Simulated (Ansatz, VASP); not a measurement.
Two plane-wave programs on ZrB2 (qha)

File INCAR:

```
SYSTEM = ZrB2
PREC = Accurate ; ENCUT = 600
EDIFF = 1E-6 ; ISMEAR = -1
SIGMA = 0.15 ; LREAL = .FALSE.
LASPH = .TRUE. ; NELM = 100
ALGO = Normal ; ISIF = 3
LWAVE = .FALSE. ; LCHARG = .FALSE.
GGA = PS ; IBRION = 2
NSW = 80 ; EDIFFG = -0.001
```

File KPOINTS:

```
Automatic mesh
0
G
  15 15 12
  0 0 0
```

The input POSCAR:

```
ZrB2
1.0
    3.1547836607      0.0000000000      0.0000000000
   -1.5773918304      2.7321227936      0.0000000000
    0.0000000000      0.0000000000      3.5068063921
Zr B
1 2
Direct
    0.0000000000      0.0000000000      0.0000000000
    0.3333333333      0.6666666667      0.5000000000
    0.6666666667      0.3333333333      0.5000000000
```

Input for Ansatz:

```yaml
crystal:
  lattice:
    - [3.1547836607, 0.0, 0.0]
    - [-1.5773918304, 2.7321227936, 0.0]
    - [0.0, 0.0, 3.5068063921]
  atoms:
    - { symbol: Zr, position: [0.0, 0.0, 0.0] }
    - { symbol: B, position: [0.3333333333, 0.6666666667, 0.5] }
    - { symbol: B, position: [0.6666666667, 0.3333333333, 0.5] }
basis:
  ecutwfc: 420
kpoints:
  mp_grid: { grid: [15, 15, 12] }
hamiltonian:
  xc: pbesol
scf:
  occupations: { method: fermi_dirac, width: 0.15 }
output:
  forces: true
  stress: true
  eigenvalues: true
relax:
  adjacent_minimum: "off"
  f_tol: 0.001
  max_steps: 60
  cell: { stress_tol: 0.01 }
```

Alike in both runs: task relaxation of cell and atoms; functional PBEsol; k mesh 15 × 15 × 12; occupations fermi-dirac, width 0.15 eV; no spin polarisation.

```csv
,VASP,Ansatz
version,VASP 6.6.1,Ansatz 0.2.0
potentials or method,"VASP PAW PBE potentials, release 64 (Zr_sv, B)","scalar-relativistic, plane waves, PAW"
plane-wave cutoff (eV),600,420
valence electrons in the cell,18,18
```

|  | VASP | Ansatz | Ansatz less VASP |
| --- | --- | --- | --- |
| gap on the k mesh at the Fermi level, each at its own relaxed structure (eV) | none | none | - |
| relaxed volume (Å³/atom) | 10.09 | 10.08 | -0.013 |
| relaxed cell length with the largest relative difference (Å) | 3.508 | 3.506 | -0.0017 |

A gap of «none» marks a metal or a gap that the smearing closes.

Caveats: the PAW data sets were made with another functional, which shifts forces and pressure a little (VASP).
